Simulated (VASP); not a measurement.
Wanted: an ASE script for a VASP 6.6.1 run.

| Item | Value |
| --- | --- |
| Task | equation of state |
| Functional | PBEsol |
| Dispersion | D4 |
| Potentials or basis | VASP PAW PBE potentials, release 64 (Ag) |
| Cutoff | 500 eV |
| k mesh | 8 × 8 × 8 |
| Occupations | methfessel-paxton, width 0.1 eV |
| Spin | spin-orbit coupling, no magnetisation |
| Further INCAR settings | ALGO = Normal; EDIFF = 1.00e-07 |

The structure of Ag lies in Ag.cif:

```cif
data_Ag
_cell_length_a 4.08550000
_cell_length_b 4.08550000
_cell_length_c 4.08550000
_cell_angle_alpha 90.00000000
_cell_angle_beta 90.00000000
_cell_angle_gamma 90.00000000
_space_group_name_H-M_alt 'Fm-3m'
_space_group_name_Hall '-F 4 2 3'
_space_group_IT_number 225
loop_
_space_group_symop_operation_xyz
'x,y,z'
'-x,-y,-z'
'-y,x,z'
'y,-x,-z'
'-x,-y,z'
'x,y,-z'
'y,-x,z'
'-y,x,-z'
'x,-y,-z'
'-x,y,z'
'-y,-x,-z'
'y,x,z'
'-x,y,-z'
'x,-y,z'
'y,x,-z'
'-y,-x,z'
'z,x,y'
'-z,-x,-y'
'z,-y,x'
'-z,y,-x'
'z,-x,-y'
'-z,x,y'
'z,y,-x'
'-z,-y,x'
'-z,x,-y'
'z,-x,y'
'-z,-y,-x'
'z,y,x'
'-z,-x,y'
'z,x,-y'
'-z,y,x'
'z,-y,-x'
'y,z,x'
'-y,-z,-x'
'x,z,-y'
'-x,-z,y'
'-y,z,-x'
'y,-z,x'
'-x,z,y'
'x,-z,-y'
'-y,-z,x'
'y,z,-x'
'-x,-z,-y'
'x,z,y'
'y,-z,-x'
'-y,z,x'
'x,-z,y'
'-x,z,-y'
'x,y+1/2,z+1/2'
'-x,-y+1/2,-z+1/2'
'-y,x+1/2,z+1/2'
'y,-x+1/2,-z+1/2'
'-x,-y+1/2,z+1/2'
'x,y+1/2,-z+1/2'
'y,-x+1/2,z+1/2'
'-y,x+1/2,-z+1/2'
'x,-y+1/2,-z+1/2'
'-x,y+1/2,z+1/2'
'-y,-x+1/2,-z+1/2'
'y,x+1/2,z+1/2'
'-x,y+1/2,-z+1/2'
'x,-y+1/2,z+1/2'
'y,x+1/2,-z+1/2'
'-y,-x+1/2,z+1/2'
'z,x+1/2,y+1/2'
'-z,-x+1/2,-y+1/2'
'z,-y+1/2,x+1/2'
'-z,y+1/2,-x+1/2'
'z,-x+1/2,-y+1/2'
'-z,x+1/2,y+1/2'
'z,y+1/2,-x+1/2'
'-z,-y+1/2,x+1/2'
'-z,x+1/2,-y+1/2'
'z,-x+1/2,y+1/2'
'-z,-y+1/2,-x+1/2'
'z,y+1/2,x+1/2'
'-z,-x+1/2,y+1/2'
'z,x+1/2,-y+1/2'
'-z,y+1/2,x+1/2'
'z,-y+1/2,-x+1/2'
'y,z+1/2,x+1/2'
'-y,-z+1/2,-x+1/2'
'x,z+1/2,-y+1/2'
'-x,-z+1/2,y+1/2'
'-y,z+1/2,-x+1/2'
'y,-z+1/2,x+1/2'
'-x,z+1/2,y+1/2'
'x,-z+1/2,-y+1/2'
'-y,-z+1/2,x+1/2'
'y,z+1/2,-x+1/2'
'-x,-z+1/2,-y+1/2'
'x,z+1/2,y+1/2'
'y,-z+1/2,-x+1/2'
'-y,z+1/2,x+1/2'
'x,-z+1/2,y+1/2'
'-x,z+1/2,-y+1/2'
'x+1/2,y,z+1/2'
'-x+1/2,-y,-z+1/2'
'-y+1/2,x,z+1/2'
'y+1/2,-x,-z+1/2'
'-x+1/2,-y,z+1/2'
'x+1/2,y,-z+1/2'
'y+1/2,-x,z+1/2'
'-y+1/2,x,-z+1/2'
'x+1/2,-y,-z+1/2'
'-x+1/2,y,z+1/2'
'-y+1/2,-x,-z+1/2'
'y+1/2,x,z+1/2'
'-x+1/2,y,-z+1/2'
'x+1/2,-y,z+1/2'
'y+1/2,x,-z+1/2'
'-y+1/2,-x,z+1/2'
'z+1/2,x,y+1/2'
'-z+1/2,-x,-y+1/2'
'z+1/2,-y,x+1/2'
'-z+1/2,y,-x+1/2'
'z+1/2,-x,-y+1/2'
'-z+1/2,x,y+1/2'
'z+1/2,y,-x+1/2'
'-z+1/2,-y,x+1/2'
'-z+1/2,x,-y+1/2'
'z+1/2,-x,y+1/2'
'-z+1/2,-y,-x+1/2'
'z+1/2,y,x+1/2'
'-z+1/2,-x,y+1/2'
'z+1/2,x,-y+1/2'
'-z+1/2,y,x+1/2'
'z+1/2,-y,-x+1/2'
'y+1/2,z,x+1/2'
'-y+1/2,-z,-x+1/2'
'x+1/2,z,-y+1/2'
'-x+1/2,-z,y+1/2'
'-y+1/2,z,-x+1/2'
'y+1/2,-z,x+1/2'
'-x+1/2,z,y+1/2'
'x+1/2,-z,-y+1/2'
'-y+1/2,-z,x+1/2'
'y+1/2,z,-x+1/2'
'-x+1/2,-z,-y+1/2'
'x+1/2,z,y+1/2'
'y+1/2,-z,-x+1/2'
'-y+1/2,z,x+1/2'
'x+1/2,-z,y+1/2'
'-x+1/2,z,-y+1/2'
'x+1/2,y+1/2,z'
'-x+1/2,-y+1/2,-z'
'-y+1/2,x+1/2,z'
'y+1/2,-x+1/2,-z'
'-x+1/2,-y+1/2,z'
'x+1/2,y+1/2,-z'
'y+1/2,-x+1/2,z'
'-y+1/2,x+1/2,-z'
'x+1/2,-y+1/2,-z'
'-x+1/2,y+1/2,z'
'-y+1/2,-x+1/2,-z'
'y+1/2,x+1/2,z'
'-x+1/2,y+1/2,-z'
'x+1/2,-y+1/2,z'
'y+1/2,x+1/2,-z'
'-y+1/2,-x+1/2,z'
'z+1/2,x+1/2,y'
'-z+1/2,-x+1/2,-y'
'z+1/2,-y+1/2,x'
'-z+1/2,y+1/2,-x'
'z+1/2,-x+1/2,-y'
'-z+1/2,x+1/2,y'
'z+1/2,y+1/2,-x'
'-z+1/2,-y+1/2,x'
'-z+1/2,x+1/2,-y'
'z+1/2,-x+1/2,y'
'-z+1/2,-y+1/2,-x'
'z+1/2,y+1/2,x'
'-z+1/2,-x+1/2,y'
'z+1/2,x+1/2,-y'
'-z+1/2,y+1/2,x'
'z+1/2,-y+1/2,-x'
'y+1/2,z+1/2,x'
'-y+1/2,-z+1/2,-x'
'x+1/2,z+1/2,-y'
'-x+1/2,-z+1/2,y'
'-y+1/2,z+1/2,-x'
'y+1/2,-z+1/2,x'
'-x+1/2,z+1/2,y'
'x+1/2,-z+1/2,-y'
'-y+1/2,-z+1/2,x'
'y+1/2,z+1/2,-x'
'-x+1/2,-z+1/2,-y'
'x+1/2,z+1/2,y'
'y+1/2,-z+1/2,-x'
'-y+1/2,z+1/2,x'
'x+1/2,-z+1/2,y'
'-x+1/2,z+1/2,-y'
loop_
_atom_site_label
_atom_site_type_symbol
_atom_site_symmetry_multiplicity
_atom_site_Wyckoff_symbol
_atom_site_fract_x
_atom_site_fract_y
_atom_site_fract_z
_atom_site_occupancy
Ag1 Ag 4 a 0.0000000000 0.0000000000 0.0000000000 1
```

One way to write it, as run:

run.py

```python
from ase.calculators.vasp import Vasp
from ase.eos import EquationOfState
from ase.io import Trajectory
from ase.io import read
from ase.units import GPa

atoms = read('Ag.cif', primitive_cell=True, subtrans_included=False)
calc = Vasp(
    directory='calc',
    xc='pbesol',
    pp='PBE',
    setups='minimal',
    prec='Accurate',
    encut=500,
    ediff=1e-07,
    ismear=1,
    sigma=0.1,
    lreal=False,
    lasph=True,
    nelm=100,
    algo='Normal',
    isif=2,
    lwave=False,
    lcharg=False,
    lorbit=11,
    lsorbit=True,
    gga_compat=False,
    lmaxmix=4,
    ivdw=13,
    kpts=[8, 8, 8],
    gamma=True,
)
atoms.calc = calc
cell = atoms.cell.copy()
volumes, energies = [], []
traj = Trajectory('eos.traj', 'w')
for x in [0.94, 0.96, 0.98, 1.0, 1.02, 1.04, 1.06]:
    atoms.set_cell(cell * x ** (1 / 3), scale_atoms=True)
    volumes.append(atoms.get_volume())
    energies.append(atoms.get_potential_energy())
    traj.write(atoms)
    print(f'{x:5.2f} {volumes[-1]:12.5f} {energies[-1]:14.6f}')

v0, e0, B = EquationOfState(volumes, energies, eos='birchmurnaghan').fit()
print(f'V0 = {v0:.4f} A^3, E0 = {e0:.6f} eV, B = {B / GPa:.2f} GPa')
```

Potentials or basis: VASP PAW PBE potentials, release 64 (Ag).

Launch:

```sh
$ python run.py
```

It gave:

```json
{"Equilibrium volume": "16.30 Å³/atom", "Bulk modulus": "130 GPa", "Pressure derivative of the bulk modulus": "5.6"}
```

Caveat: the PAW data sets were made with another functional, which shifts forces and pressure a little.

Wall time 3.1 min on 1 thread of Intel(R) Xeon(R) 6975P-C (Granite Rapids), on a shared host, peak memory 0.22 GiB.
